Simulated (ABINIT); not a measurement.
# Mn (P6_3/mmc) in ABINIT: a series of runs, part 2 of 2

ABINIT 10.8.3 (patched build). The steps go on from the part before.

### 4 Single point, PBE, collinear spin, ferromagnetic start

run.abi reads:

```
pp_dirpath "./"
pseudos "Mn_ONCV_PBE-1.2.upf"

acell 3*1.0
rprim
     4.6934102968     0.0000000000     0.0000000000
    -2.3467051485     4.0646125475     0.0000000000
     0.0000000000     0.0000000000     7.6084058743
ntypat 1
znucl 25
natom 2
typat 1 1
xred
     0.3333333333     0.6666666667     0.2500000000
     0.6666666667     0.3333333333     0.7500000000

ecut 30.0

kptopt 1
ngkpt 10 10 6
nshiftk 1
shiftk 0.0 0.0 0.0

ixc 11

nband 21
occopt 3
tsmear 0.00183747

nsppol 2
spinat
     0.0000000000     0.0000000000     4.0000000000
     0.0000000000     0.0000000000     4.0000000000

nstep 100
tolvrs 1.0e-10

iomode 3
prtwf 0
prteig 0
prtebands 0
enunit 2
prtden 1
prtvha 1
prtvclmb 1
prtpot 1
```

Potentials or basis: SG15 NC PBE v1.2.

Started as:

```bash
$ abinit run.abi > log 2>&1
```

run.abo:

```text
.Version 10.8.3 of ABINIT
 Symmetries : space group P6_3/m m c (#194); Bravais hP (primitive hexag.)
================================================================================
 Values of the parameters that define the memory need of the present run
     intxc =       0    ionmov =       0      iscf =       7    lmnmax =       6
     lnmax =       6     mgfft =      40  mpssoang =       3    mqgrid =    3001
     natom =       2  nloc_mem =       1    nspden =       2   nspinor =       1
    nsppol =       2      nsym =      24    n1xccc =       0    ntypat =       1
    occopt =       3   xclevel =       2
       mpw =        1158          nfft =       23040          nkpt =          56
================================================================================
================================================================================

--------------------------------------------------------------------------------
------------- Echo of variables that govern the present computation ------------
--------------------------------------------------------------------------------
 -outvars: echo values of preprocessed input variables --------
            acell      1.0000000000E+00  1.0000000000E+00  1.0000000000E+00 Bohr
              amu      5.49380500E+01
             ecut      3.00000000E+01 Hartree
           enunit           2
                       outvar_i_n : Printing only first  50 k-points.
              ixc          11
                       outvar_i_n : Printing only first  50 k-points.
         kptrlatt       10    0    0      0   10    0      0    0    6
          kptrlen      4.56504352E+01
            natom           2
            nband          21
            ngfft          24      24      40
             nkpt          56
           nspden           2
           nsppol           2
            nstep         100
             nsym          24
           ntypat           1
                       prtocc : prtvol=0, do not print more k-points.
                       1.000000  1.000000  1.000000  1.000000  1.000000  1.000000
                       1.000000  1.000000  1.000000  1.000000  1.000000  1.000000
                       1.000000  1.000000  1.000000  0.000000  0.000000  0.000000
                       0.000000  0.000000  0.000000
                       1.000000  1.000000  1.000000  1.000000  1.000000  1.000000
                       1.000000  1.000000  1.000000  1.000000  1.000000  1.000000
                       1.000000  1.000000  1.000000  0.000000  0.000000  0.000000
                       0.000000  0.000000  0.000000
                       1.000000  1.000000  1.000000  1.000000  1.000000  1.000000
                       1.000000  1.000000  1.000000  1.000000  1.000000  1.000000
                       1.000000  1.000000  1.000000  0.000000  0.000000  0.000000
                       0.000000  0.000000  0.000000
                       1.000000  1.000000  1.000000  1.000000  1.000000  1.000000
                       1.000000  1.000000  1.000000  1.000000  1.000000  1.000000
                       1.000000  1.000000  1.000000  0.000000  0.000000  0.000000
                       0.000000  0.000000  0.000000
                       1.000000  1.000000  1.000000  1.000000  1.000000  1.000000
[... 168 lines left out ...]
                       1.000000  1.000000  1.000000  1.000000  1.000000  1.000000
                       1.000000  1.000000  1.000000  0.000000  0.000000  0.000000
                       0.000000  0.000000  0.000000
                       1.000000  1.000000  1.000000  1.000000  1.000000  1.000000
                       1.000000  1.000000  1.000000  1.000000  1.000000  1.000000
                       1.000000  1.000000  1.000000  0.000000  0.000000  0.000000
                       0.000000  0.000000  0.000000
                       1.000000  1.000000  1.000000  1.000000  1.000000  1.000000
                       1.000000  1.000000  1.000000  1.000000  1.000000  1.000000
                       1.000000  1.000000  1.000000  0.000000  0.000000  0.000000
                       0.000000  0.000000  0.000000
                       1.000000  1.000000  1.000000  1.000000  1.000000  1.000000
                       1.000000  1.000000  1.000000  1.000000  1.000000  1.000000
[... 147 lines left out ...]
    2       0.000000000000      0.000000000000      0.000000000000

 cartesian coordinates (angstrom) at end:
    1     -0.00000000003528     1.43393355321879     1.00654874931216
    2      1.24182288438192     0.71696677660940     3.01964624793649

 cartesian forces (hartree/bohr) at end:
    1      0.00000000000000     0.00000000000000    -0.00000000000000
    2     -0.00000000000000    -0.00000000000000    -0.00000000000000
 frms,max,avg= 7.2644464E-28 9.4400620E-28   0.000E+00  0.000E+00  0.000E+00 h/b

 cartesian forces (eV/Angstrom) at end:
    1      0.00000000000000     0.00000000000000    -0.00000000000000
    2     -0.00000000000000    -0.00000000000000    -0.00000000000000
 frms,max,avg= 3.7355285E-26 4.8542751E-26   0.000E+00  0.000E+00  0.000E+00 e/A
 length scales=  1.000000000000  1.000000000000  1.000000000000 bohr
              =  0.529177210544  0.529177210544  0.529177210544 angstroms
 Fermi (or HOMO) energy (hartree) =   0.29978   Average Vxc (hartree)=  -0.52453
 Magnetization (Bohr magneton)=  2.07646480E-06
 Total spin up =  1.50000010E+01   Total spin down =  1.49999990E+01
 Eigenvalues (hartree) for nkpt=  56  k points, SPIN UP:
 kpt#   1, nband= 21, wtk=  0.00167, kpt=  0.0000  0.0000  0.0000 (reduced coord)
  -2.61217   -2.60619   -1.47443   -1.44978   -1.44978   -1.44595   -1.44595   -1.44585
  -0.00088    0.13602    0.26372    0.26501    0.26501    0.28237    0.28237    0.30190
   0.30190    0.32329    0.35938    0.35938    0.63997
      occupation numbers for kpt#   1
   1.00000    1.00000    1.00000    1.00000    1.00000    1.00000    1.00000    1.00000
   1.00000    1.00000    1.00000    1.00000    1.00000    0.99992    0.99992    0.23950
   0.23950    0.00000    0.00000    0.00000    0.00000
 prteigrs : prtvol=0 or 1, do not print more k-points.

 Eigenvalues (hartree) for nkpt=  56  k points, SPIN DOWN:
 kpt#   1, nband= 21, wtk=  0.00167, kpt=  0.0000  0.0000  0.0000 (reduced coord)
  -2.61217   -2.60619   -1.47443   -1.44978   -1.44978   -1.44595   -1.44595   -1.44585
  -0.00088    0.13602    0.26372    0.26501    0.26501    0.28237    0.28237    0.30190
   0.30190    0.32329    0.35938    0.35938    0.63997
      occupation numbers for kpt#   1
   1.00000    1.00000    1.00000    1.00000    1.00000    1.00000    1.00000    1.00000
   1.00000    1.00000    1.00000    1.00000    1.00000    0.99992    0.99992    0.23949
   0.23949    0.00000    0.00000    0.00000    0.00000
 prteigrs : prtvol=0 or 1, do not print more k-points.

 Fermi (or HOMO) energy (eV) =   8.15732   Average Vxc (eV)= -14.27330
 Eigenvalues (   eV  ) for nkpt=  56  k points, SPIN UP:
 kpt#   1, nband= 21, wtk=  0.00167, kpt=  0.0000  0.0000  0.0000 (reduced coord)
 -71.08089  -70.91800  -40.12118  -39.45063  -39.45063  -39.34634  -39.34634  -39.34362
  -0.02403    3.70125    7.17610    7.21130    7.21130    7.68367    7.68367    8.21509
   8.21509    8.79723    9.77924    9.77924   17.41458
 prteigrs : prtvol=0 or 1, do not print more k-points.

 Eigenvalues (   eV  ) for nkpt=  56  k points, SPIN DOWN:
 kpt#   1, nband= 21, wtk=  0.00167, kpt=  0.0000  0.0000  0.0000 (reduced coord)
 -71.08089  -70.91799  -40.12118  -39.45063  -39.45063  -39.34634  -39.34634  -39.34361
  -0.02403    3.70125    7.17610    7.21131    7.21131    7.68367    7.68367    8.21509
   8.21509    8.79723    9.77924    9.77924   17.41458
 prteigrs : prtvol=0 or 1, do not print more k-points.

--- !EnergyTerms
iteration_state     : {dtset: 1, }
comment             : Components of total free energy in Hartree
kinetic             :  8.26102728753290E+01
hartree             :  3.93122848455918E+01
xc                  : -2.18198611093355E+01
Ewald energy        : -1.55791270992078E+02
psp_core            :  1.42663677750392E+01
local_psp           : -9.91840129141517E+01
non_local_psp       : -5.84678486071507E+01
internal            : -1.99074068126756E+02
'-kT*entropy'       : -8.35245882930473E-04
total_energy        : -1.99074903372639E+02
total_energy_eV     : -5.41710408755422E+03
band_energy         : -2.48677015505023E+01
...

 Cartesian components of stress tensor (hartree/bohr^3)
  sigma(1 1)=  1.40450951E-05  sigma(3 2)=  0.00000000E+00
  sigma(2 2)=  1.40450909E-05  sigma(3 1)=  0.00000000E+00
  sigma(3 3)=  2.25659964E-05  sigma(2 1)=  2.41852049E-12

-Cartesian components of stress tensor (GPa)         [Pressure= -4.9679E-01 GPa]
- sigma(1 1)=  4.13220965E-01  sigma(3 2)=  0.00000000E+00
- sigma(2 2)=  4.13220840E-01  sigma(3 1)=  0.00000000E+00
- sigma(3 3)=  6.63914536E-01  sigma(2 1)=  7.11553295E-08

== END DATASET(S) ==============================================================
================================================================================

 -outvars: echo values of variables after computation  --------
            acell      1.0000000000E+00  1.0000000000E+00  1.0000000000E+00 Bohr
           etotal     -1.9907490337E+02
            fcart      8.3187604038E-28  9.4400619942E-28 -0.0000000000E+00
                      -8.3187604038E-28 -9.4400619942E-28 -0.0000000000E+00
            rprim      4.6934102968E+00  0.0000000000E+00  0.0000000000E+00
                      -2.3467051485E+00  4.0646125475E+00  0.0000000000E+00
                       0.0000000000E+00  0.0000000000E+00  7.6084058743E+00
           strten      1.4045095136E-05  1.4045090892E-05  2.2565996406E-05
                       0.0000000000E+00  0.0000000000E+00  2.4185204926E-12
           xangst     -3.5278374482E-11  1.4339335532E+00  1.0065487493E+00
                       1.2418228844E+00  7.1696677661E-01  3.0196462479E+00
             xred      3.3333333333E-01  6.6666666667E-01  2.5000000000E-01
                       6.6666666667E-01  3.3333333333E-01  7.5000000000E-01
 Calculation completed.
```

Wall time 1.7 min (1 thread of Arm Neoverse V1, shared host); peak memory 0.1 GiB.

Results:

```
Free energy                                           : -5417.1041 eV
Pressure                                              : -0.5 GPa
Band gap on the k mesh                                : none (metal or under the smearing width)
Net moment                                            : 0.00 μB per cell
Valence electrons inside the program's atomic spheres : Mn 13.05 (radii [1.0584] Å)
```

Caveat: the starting moments collapsed, and a magnetic state may lie lower.

### 5 Single point, PBE, collinear spin, ferromagnetic start

Changes to run.abi since step 4:

```diff
@@ -1,3 +1,3 @@
 pp_dirpath "./"
-pseudos "Mn_ONCV_PBE-1.2.upf"
+pseudos "Mn.upf"
 
@@ -16,3 +16,3 @@
 
-ecut 30.0
+ecut 48.0
```

Potentials or basis: Ansatz NC PBE.

Started as:

```bash
$ abinit run.abi > log 2>&1
```

Wall time 3.3 min (1 thread of Arm Neoverse V1, shared host); peak memory 0.15 GiB.

The run converged. Its results:

```yaml
Free_energy: -6124.1210 eV
Pressure: -1.2 GPa
Band_gap_on_the_k_mesh: none (metal or under the smearing width)
Net_moment: 0.00 μB per cell
Valence_electrons_inside_the_program's_atomic_spheres: Mn 13.05 (radii [1.0584] Å)
```

Stress tensor (GPa, compression positive):
```
-1.15  0.00  0.00
 0.00 -1.15  0.00
 0.00  0.00 -1.44
```

Levels at points of the mesh, in eV from the Fermi level:
Spin up:
```
           k point  band 11  band 12  band 13  band 14  band 15  band 16  band 17  band 18  band 19  band 20
(0.00, 0.00, 0.00)    -0.98    -0.94    -0.94    -0.47    -0.47     0.06     0.06     0.65     1.62     1.62
(0.50, 0.00, 0.00)    -3.70    -1.38    -1.15    -0.95    -0.43     1.84     1.97     2.06     3.58     5.66
(0.00, 0.00, 0.50)    -1.56    -1.56    -1.02    -1.02    -1.02    -1.02     1.20     1.20     1.20     1.20
(0.50, 0.00, 0.50)    -2.66    -2.66     0.19     0.19     0.83     0.83     1.97     1.97     3.15     3.15
```
Spin down:
| k point | band 13 | band 14 | band 15 | band 16 | band 17 | band 18 |
| --- | --- | --- | --- | --- | --- | --- |
| (0.00, 0.00, 0.00) | -0.94 | -0.47 | -0.47 | 0.06 | 0.06 | 0.65 |
| (0.50, 0.00, 0.00) | -1.15 | -0.95 | -0.43 | 1.84 | 1.97 | 2.06 |
| (0.00, 0.00, 0.50) | -1.02 | -1.02 | -1.02 | -1.02 | 1.20 | 1.20 |
| (0.50, 0.00, 0.50) | 0.19 | 0.19 | 0.83 | 0.83 | 1.97 | 1.97 |

Caveat: the starting moments collapsed, and a magnetic state may lie lower.

### 6 Single point, PBE, collinear spin, ferromagnetic start

Changes to run.abi since step 5:

```diff
@@ -1,3 +1,3 @@
 pp_dirpath "./"
-pseudos "Mn.upf"
+pseudos "25_Mn_15_1.8_2.3_pbe_n_v1.0.psp8"
 
@@ -16,3 +16,3 @@
 
-ecut 48.0
+ecut 40.0
```

Potentials or basis: SPMS NC PBE v1.0.

Started as:

```bash
$ abinit run.abi > log 2>&1
```

run.abo:

```text
.Version 10.8.3 of ABINIT
 Symmetries : space group P6_3/m m c (#194); Bravais hP (primitive hexag.)
================================================================================
 Values of the parameters that define the memory need of the present run
     intxc =       0    ionmov =       0      iscf =       7    lmnmax =       6
     lnmax =       6     mgfft =      45  mpssoang =       3    mqgrid =    3001
     natom =       2  nloc_mem =       1    nspden =       2   nspinor =       1
    nsppol =       2      nsym =      24    n1xccc =    2501    ntypat =       1
    occopt =       3   xclevel =       2
       mpw =        1774          nfft =       40500          nkpt =          56
================================================================================
================================================================================

--------------------------------------------------------------------------------
[... 448 lines left out ...]
- sigma(1 1)=  6.94759666E-01  sigma(3 2)=  0.00000000E+00
- sigma(2 2)=  6.94759584E-01  sigma(3 1)=  0.00000000E+00
- sigma(3 3)=  9.60977321E-01  sigma(2 1)=  4.68461855E-08

== END DATASET(S) ==============================================================
================================================================================

 -outvars: echo values of variables after computation  --------
            acell      1.0000000000E+00  1.0000000000E+00  1.0000000000E+00 Bohr
           etotal     -2.1141941766E+02
            fcart     -1.4342690351E-29  2.4842268405E-29 -0.0000000000E+00
                       1.4342690351E-29 -2.4842268405E-29 -0.0000000000E+00
            rprim      4.6934102968E+00  0.0000000000E+00  0.0000000000E+00
                      -2.3467051485E+00  4.0646125475E+00  0.0000000000E+00
                       0.0000000000E+00  0.0000000000E+00  7.6084058743E+00
           strten      2.3614401085E-05  2.3614398291E-05  3.2662955254E-05
                       0.0000000000E+00  0.0000000000E+00  1.5922694806E-12
           xangst     -3.5278374482E-11  1.4339335532E+00  1.0065487493E+00
                       1.2418228844E+00  7.1696677661E-01  3.0196462479E+00
             xred      3.3333333333E-01  6.6666666667E-01  2.5000000000E-01
                       6.6666666667E-01  3.3333333333E-01  7.5000000000E-01
 Calculation completed.
```

It took 2.7 min on 1 thread of Arm Neoverse V1, shared host; peak memory 0.13 GiB.

What came out:

| Item | Value |
| --- | --- |
| Free energy | -5753.0154 eV |
| Pressure | -0.8 GPa |
| Band gap on the k mesh | none (metal or under the smearing width) |
| Net moment | 0.00 μB per cell |
| Valence electrons inside the program's atomic spheres | Mn 13.05 (radii [1.0584] Å) |

Stress tensor (GPa, compression positive):
```
-0.69  0.00  0.00
 0.00 -0.69  0.00
 0.00  0.00 -0.96
```

Caveat: the starting moments collapsed, and a magnetic state may lie lower.
